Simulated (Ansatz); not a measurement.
Compressing V: a fit and a missing row

V, Im-3m, a = 2.997 Å. Ansatz: PBE, PAW, 420 eV, Γ-centred 20×20×20 mesh on 1 atom, Gaussian smearing 0.10 eV; no spin polarisation. Symmetry fixes shape and atoms, so the cell is only scaled; pressure is positive in compression.

```tsv
V (Å³/atom)	P (GPa)
11.847	?
12.251	20.53
12.655	12.68
13.059	5.86
13.463	-0.04
13.866	-5.15
14.270	-9.56
14.809	-14.52
```

**Question.** Take V0 = 13.463 Å³/atom, count pressures from its P0 = -0.04 GPa, fit the third-order Birch–Murnaghan form to the other rows, and predict the missing pressure.

**Answer.** With the Eulerian strain f = ½[(V0/V)^(2/3) − 1] and y = (P − P0)/[3f(1 + 2f)^(5/2)], the form is the line y = B0 + 1.5 B0 (B0′ − 4) f. Rows (f, y): 0.03246, 180.5; 0.02106, 181.6; 0.01026, 182.2; -0.00974, 183.7; -0.01903, 183.7; -0.03078, 183.8. Means f = 0.0007050, y = 182.58; Σ(Δf)² = 0.003004, ΣΔfΔy = -0.1618; the slope is their ratio. y = 182.6 − 53.88 f GPa, so B0 = 182.6 GPa and B0′ = 4 + 2 × (-53.88)/(3 × 182.6) = 3.80. At V = 11.847, f = 0.04449, y = 180.20 and P = 29.72 GPa. The run gave 29.57 GPa, so the fit is 0.15 GPa too high, a small miss on the scale of the series.